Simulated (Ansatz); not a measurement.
# SiNi3 (R-3m) in Ansatz: notebook, part 2 of 2

Ansatz 0.2.0.

## Step 3: Relaxation of cell and atoms, PBEsol, collinear spin, ferromagnetic start, target pressure 30 GPa, at which the enthalpy is minimised

File input.yaml:

```yaml
crystal:
  lattice:
    - [1.2928041287, 0.7464008117, 7.661989331]
    - [-1.2928041287, 0.7464008117, 7.661989331]
    - [0.0, -1.4928016234, 7.661989331]
  atoms:
    - { symbol: Ni, position: [0.254733, 0.254733, 0.254733], spin: 1.0 }
    - { symbol: Ni, position: [0.5, 0.5, 0.5], spin: 1.0 }
    - { symbol: Ni, position: [0.745267, 0.745267, 0.745267], spin: 1.0 }
    - { symbol: Si, position: [0.0, 0.0, 0.0] }
kpoints:
  mp_grid: { grid: [12, 12, 12] }
scf:
  occupations: { method: fermi_dirac, width: 0.05 }
hamiltonian:
  xc: pbesol
  pseudopotentials: { kind: all_electron, lapw: { basis_error: 0.002 } }
magnetization:
  spin_polarized: true
output:
  forces: true
  stress: true
relax:
  f_tol: 0.005
  max_steps: 60
  cell: { p_target: 30 }
```

Potentials or basis: all-electron LAPW, scalar-relativistic.

Command:

```console
$ ansatz run input.yaml --threads 4 --pin off --max-ram 12288MiB --backend cpu --events-out ev --progress --plain --runs-dir out
```

Output:

```text
Warning: RAYON_NUM_THREADS=4 ignored (pool sized by the plan → 4); use --threads N
The last accepted step is kept in <dir> (removed where the run ends without a failure and the disk answers)
LAPW: plane waves up to 8.887 Å⁻¹, error target 2.0e-3 eV per atom; small_component_spin mean_spin; Si in spheres of 1.053 Å, 12 of its electrons in bands, Dirac shells []; Ni in spheres of 1.220 Å, 18 of its electrons in bands, Dirac shells [] (how accurate: hamiltonian.pseudopotentials.lapw.basis_error, Limitations)
Engine: ansatz 0.2.0, x86_64-unknown-linux-gnu
Pseudopotentials: kind: all_electron
Pseudopotential: Ni, LAPW, valence charge 18, lapw/all_electron/scalar/gaussian/Ni, Koelling and Harmon's equation, gaussian nucleus
Pseudopotential: Si, LAPW, valence charge 12, lapw/all_electron/scalar/gaussian/Si, Koelling and Harmon's equation, gaussian nucleus
Functional definition: PBEsol
  exchange = pbesol_x
  correlation = pbesol_c
Crystal: 4 atoms, lattice volume = 44.361 Å³
Basis set: ecut = 300.8845751756181 eV, 543 PW (Γ), FFT grids on a1−a3, a2−a3, a3, exchange–correlation at level 2
Bands: 42, of which v1, the nominal top of the filled ones, is band 33 counted from 1 (32 counted from 0)
Symmetry: 12 space group operations
Space group: R-3m (ITA 166), of the structure as read, at distance tolerance 3.5e-5 Å
Magnetic group: BNS 166.97 (UNI 1327), of the structure as read, at distance tolerance 3.5e-5 Å
k-points: 189 of 1728
Non-local potential: Ni, projectors of the file, none
Non-local potential: Si, projectors of the file, none
Initial density: superposition of atomic densities (chi_scale 0.1, normalization cell)
Starting moments: Σ|m| = 3 μB on 3 of 4 sites
Initial wavefunctions: plane waves of lowest kinetic energy (no species holds an atomic orbital)
Functional: x = pbesol(κ = 0.804, μ = 0.12345679012345678), c = pbesol(β = 0.046)
iter 1 solved again at ethr=1.17e-3 eV; its pass at ethr=1.00e-1 eV (dr2=7.73e-1 eV) is discarded
SCF iter   1: F=—  HF=-131922.943023 eV  |F-HF|=—  |Δ(HF+E_count)|=         —  Δρ=2.72e-2 (↑1.84e-2 ↓2.72e-2)  dr2=7.73e-1  dr2_m=1.36e-1  M=1.678 μB ∫|m|=1.945 μB  β_m=0.30  ethr=1.17e-3  ⟨swp⟩=2.1  Hψ=111379  notcnv=0
Mixer restart at iter 1: flushing history
preconditioner: auto → Kerker (q_TF=auto, 2.915 Å⁻¹)  [metal: Δε(μ)=0.002 eV  Ē_g=9.659 eV  σ=0.050 eV  W_gap=0.01  n_scr=18 (ndim 8)  ℏωp=32.5 eV  f_vac=0.000  D(μ)=4.98/eV (n_scr^D=58)]
spin=Collinear: Kerker preconditioning applied to the charge; magnetization (m = ρ↑ − ρ↓) channel mixes plain (no charge-response kernel on spin).
SCF iter   2: F=—  HF=-131922.972568 eV  |F-HF|=—  |Δ(HF+E_count)|=   2.95e-2  Δρ=2.07e-2 (↑1.52e-2 ↓2.07e-2)  dr2=3.46e-1  dr2_m=9.08e-2  M=1.535 μB ∫|m|=1.834 μB  β_m=0.65  ethr=1.17e-3  ⟨swp⟩=2.0  Hψ=46868  notcnv=0
SCF iter   3: F=—  HF=-131923.482192 eV  |F-HF|=—  |Δ(HF+E_count)|=   5.10e-1  Δρ=1.48e-2 (↑7.18e-3 ↓1.48e-2)  dr2=4.96e-1  dr2_m=1.48e-2  M=1.085 μB ∫|m|=1.377 μB  β_m=0.51  ethr=5.24e-4  ⟨swp⟩=2.5  Hψ=47191  notcnv=0
iter 4 solved again at ethr=1.55e-5 eV; its pass at ethr=5.24e-4 eV (dr2=1.02e-2 eV) is discarded
SCF iter   4: F=—  HF=-131923.122215 eV  |F-HF|=—  |Δ(HF+E_count)|=   3.60e-1  Δρ=2.95e-3 (↑2.95e-3 ↓2.60e-3)  dr2=1.03e-2  dr2_m=1.18e-3  M=0.889 μB ∫|m|=1.145 μB  β_m=0.65  ethr=1.55e-5  ⟨swp⟩=2.0  Hψ=80229  notcnv=0
SCF iter   5: F=—  HF=-131923.137381 eV  |F-HF|=—  |Δ(HF+E_count)|=         —  Δρ=3.26e-3 (↑2.82e-3 ↓3.26e-3)  dr2=6.66e-3  dr2_m=3.18e-3  M=0.689 μB ∫|m|=0.862 μB  β_m=0.65  ethr=1.55e-5  ⟨swp⟩=2.2  Hψ=45446  notcnv=0
Mixer restart at iter 5: flushing history
[... 101 lines left out ...]
SCF iter   4: F=—  HF=-131922.784724 eV  |F-HF|=—  |Δ(HF+E_count)|=   3.59e-8  Δρ=2.02e-6 (↑2.02e-6 ↓2.02e-6)  dr2=7.39e-9  dr2_m=3.51e-16  M=0.000 μB ∫|m|=0.000 μB  β_m=0.34  ethr=1.57e-10  ⟨swp⟩=2.0  Hψ=43762  notcnv=0
SCF iter   5: F=-131922.784724 eV  HF=-131922.784724 eV  |F-HF|=2.15e-8  |Δ(HF+E_count)|=   5.36e-9  Δρ=1.40e-6 (↑1.40e-6 ↓1.40e-6)  dr2=1.03e-8  dr2_m=6.40e-17  M=0.000 μB ∫|m|=0.000 μB  ethr=1.12e-11  ⟨swp⟩=2.0  Hψ=43758  notcnv=0
the starting moments were not kept: the SCF closed with an absolute magnetisation of 1.9e-7 μB, where they sum to 3 μB in size (3 sites). That is at most 0.1 of that sum. Measured as dr2_m measures the in/out step, that magnetisation stands 6.5e-15 eV from none, at or under the dr2_threshold of 1.0e-7 eV: it is no larger than a step whose dr2_m would equal this threshold.
SCF 6 converged in 5 iterations: F = -131922.784724 eV  dr2 = 1.03e-8
relax step   6: F+E_penalty+E_count = -131922.78472351 eV  Δ(F+E_penalty+E_count) = +4.678e-4 eV  max|allowed force component| = 6.547e-5 eV/Å  Δτ_max = 0.0003 Å  P = +30.000 GPa  Ω = 38.413 Å³  (5 SCF iters, accepted)
Basis set: ecut = 331.19050421741196 eV, 549 PW (Γ), FFT grids on a1−a3, a2−a3, a3, exchange–correlation at level 2
iter 1 solved again at ethr=6.20e-12 eV; its pass at ethr=1.00e-1 eV (dr2=4.09e-9 eV) is discarded
SCF iter   1: F=—  HF=-131922.784737 eV  |F-HF|=—  |Δ(HF+E_count)|=         —  Δρ=6.99e-6 (↑6.99e-6 ↓6.99e-6)  dr2=3.18e-9  dr2_m=2.94e-16  M=0.000 μB ∫|m|=0.000 μB  β_m=0.65  ethr=6.20e-12  ⟨swp⟩=6.0  Hψ=135498  notcnv=0  reapply=343
SCF iter   2: F=—  HF=-131922.784737 eV  |F-HF|=—  |Δ(HF+E_count)|=   7.57e-9  Δρ=2.48e-6 (↑2.48e-6 ↓2.48e-6)  dr2=3.70e-9  dr2_m=2.19e-16  M=0.000 μB ∫|m|=0.000 μB  β_m=0.52  ethr=4.82e-12  ⟨swp⟩=2.0  Hψ=43776  notcnv=0
SCF iter   3: F=-131922.784736 eV  HF=-131922.784737 eV  |F-HF|=1.43e-7  |Δ(HF+E_count)|=   9.43e-9  Δρ=3.37e-6 (↑3.37e-6 ↓3.37e-6)  dr2=9.48e-8  dr2_m=4.05e-17  M=0.000 μB ∫|m|=0.000 μB  ethr=4.82e-12  ⟨swp⟩=3.0  Hψ=49062  notcnv=0
the starting moments were not kept: the SCF closed with an absolute magnetisation of 1.5e-7 μB, where they sum to 3 μB in size (3 sites). That is at most 0.1 of that sum. Measured as dr2_m measures the in/out step, that magnetisation stands 4.2e-15 eV from none, at or under the dr2_threshold of 1.0e-7 eV: it is no larger than a step whose dr2_m would equal this threshold.
SCF 7 converged in 3 iterations: F = -131922.784736 eV  dr2 = 9.48e-8
relax step   7: F+E_penalty+E_count = -131922.78473645 eV  Δ(F+E_penalty+E_count) = -1.293e-5 eV  max|allowed force component| = 3.260e-4 eV/Å  Δτ_max = 0.0000 Å  P = +29.998 GPa  Ω = 38.413 Å³  stress off target by 3.34e-3 GPa  SCF on the basis re-selected at this cell (its energy is not comparable with the rows above)  (3 SCF iters)
basis re-selected at this cell: Δ(F+E_penalty+E_count) = -1.293e-5 eV, ΔP = -0.002 GPa vs the last step (what re-selecting the basis moved, after the strain that the cell walked since its last selection, with what the two solves' SCF thresholds leave and, on support functions, any second-order correction that the steps lacked; it is no measure of the basis error at this ecutwfc). This SCF's stress stands 3.34e-3 GPa from its target on what of the cell is left free (relax.cell.stress_tol is 5.00e-2 GPa) and its largest allowed force component is 3.26e-4 eV/Å (relax.f_tol is 5.00e-3 eV/Å): within both
SCF converged after 3 iterations
Magnetization: 0.0000 μB (33.0000 up, 33.0000 down)
Absolute magnetization: 0.0000 μB (∫|ρ↑−ρ↓|)
Spin contamination: 0.0000 ħ² per cell (⟨S²⟩ above its minimum at these occupations)
Per-site moments (μB) at R_I (Å): [(1.4936944126020535e-8, 1.162718100717091), (1.1029228552672521e-7, 1.162718100717091), (1.4936944126020535e-8, 1.162718100717091), (-6.940492625062689e-10, 1.0041040623753072)]
Free energy (F): -131922.784736 eV
Harris-Foulkes:  -131922.784737 eV  (|F-HF|=1.43e-7)
Internal energy: -131922.754355 eV  (E = F + TS)
E sigma→0 (E₀):  -131922.769546 eV
Entropy (-TS):   -0.030382 eV (-7.595 meV/atom)
Fermi energy:    20.759075 eV
--- Per-component energies (eV) ---
  E_band       = -1315.077258
  E_kinetic    = 133936.687052
  E_xc         = -5648.298718
  E_electrostatic = -260211.142688  (all electrons and nuclei)
  E_smearing   = -0.030382  (= −TS)
  E_closure    = 0.000000  (closes the sum)
  E_atoms      = -131893.247205  (free atoms, spherical and without spin; not in F)
  Σ components = -131922.784736   (vs F -131922.784736, Δ=0.00e0)
  Basis errors (estimates in eV, not in F): energy 5.7e-4 per atom: plane waves 5.2e-4 (2.8e-4 summed), levels above the bands 6.1e-87, relativity 2.0e-8, radial functions 5.6e-5, core shells 1.7e-9; eigenvalues (radial functions only) 8.5e-7; not estimated: angular momenta, meshes, grids; target (lapw.basis_error) 2.0e-3; muffin-tin radii Si 1.004 Å, Ni 1.163 Å
--- Forces (eV/Å), atoms counted from 1 ---
  atom   1  Ni     0.00000000     0.00000000     0.00032604
  atom   2  Ni    -0.00000000     0.00000000     0.00000000
  atom   3  Ni    -0.00000000    -0.00000000    -0.00032604
  atom   4  Si     0.00000000    -0.00000000     0.00000000
  max |Σ_I F_I| component: 5.78e-19 eV/Å
--- Stress (GPa, compression-positive) ---
       29.996659      -0.000000      -0.000000
       -0.000000      29.996659       0.000000
       -0.000000       0.000000      30.001319
  P = ⅓ Tr σ = 29.9982 GPa (299.982 kbar)
--- Relaxed structure (6 steps of the walk, 6 accepted, 1 SCFs on fresh bases) ---
  F+E_penalty+E_count = -131922.78473645 eV   max|allowed force component| = 3.260e-4 eV/Å   (the final SCF, on the basis selected at the relaxed cell)
  cell:  # Å, volume = 38.4132 Å³
    - [1.2264151021277858, 0.7080710893516997, 7.372505342415362]
    - [-1.2264151021277858, 0.7080710893516997, 7.372505342415362]
    - [-2.2701784822854207e-33, -1.4161421787033994, 7.372505342415362]
  atoms:
    - { symbol: Ni, position: [0.25371343937972246, 0.25371343937972246, 0.25371343937972246] }
    - { symbol: Ni, position: [0.5000000000000001, 0.5000000000000001, 0.5000000000000001] }
    - { symbol: Ni, position: [0.7462865606202779, 0.7462865606202779, 0.7462865606202779] }
    - { symbol: Si, position: [3.7734401190002085e-20, 3.773440119000174e-20, 3.773440119000175e-20] }
```

It took 11 min on 4 threads of AMD EPYC (Zen 3), shared host; peak memory 1.9 GiB.

What came out:

```
Free energy                                            : -131922.7847 eV
Relaxed volume                                         : 9.60 Å³/atom
Relaxed cell                                           : a = 7.507 Å, b = 7.507 Å, c = 7.507 Å, α = 18.80°, β = 18.80°, γ = 18.80°
Space group after relaxing (to 0.05 Å)                 : R-3m (No. 166)
Energy change on relaxing (the enthalpy is what falls) : +88.2 meV/atom
Ionic steps                                            : 7
Pressure after relaxing                                : 30.0 GPa
Net moment                                             : 0.00 μB per cell
Absolute moment                                        : 0.00 μB per cell
```

The path:
| step | energy change (eV) | largest force (eV/Å) | volume (Å³) |
| --- | --- | --- | --- |
| 1 | 0.0000 | 0.0596 | 44.36 |
| 2 | 0.1314 | 0.1265 | 39.92 |
| 3 | 0.4340 | 0.0944 | 38.01 |
| 4 | 0.3483 | 0.0255 | 38.44 |
| 5 | 0.3522 | 0.0064 | 38.42 |
| 6 | 0.3527 | 0.0001 | 38.41 |
| 7 | 0.3527 | 0.0003 | 38.41 |

Final structure:
```
Ni Si
1.0
     1.22642    0.70807    7.37251
    -1.22642    0.70807    7.37251
     0.00000   -1.41614    7.37251
Ni Si
3 1
Direct
  0.25371 0.25371 0.25371
  0.50000 0.50000 0.50000
  0.74629 0.74629 0.74629
  0.00000 0.00000 0.00000
```

Caveat: the starting moments weren't kept.
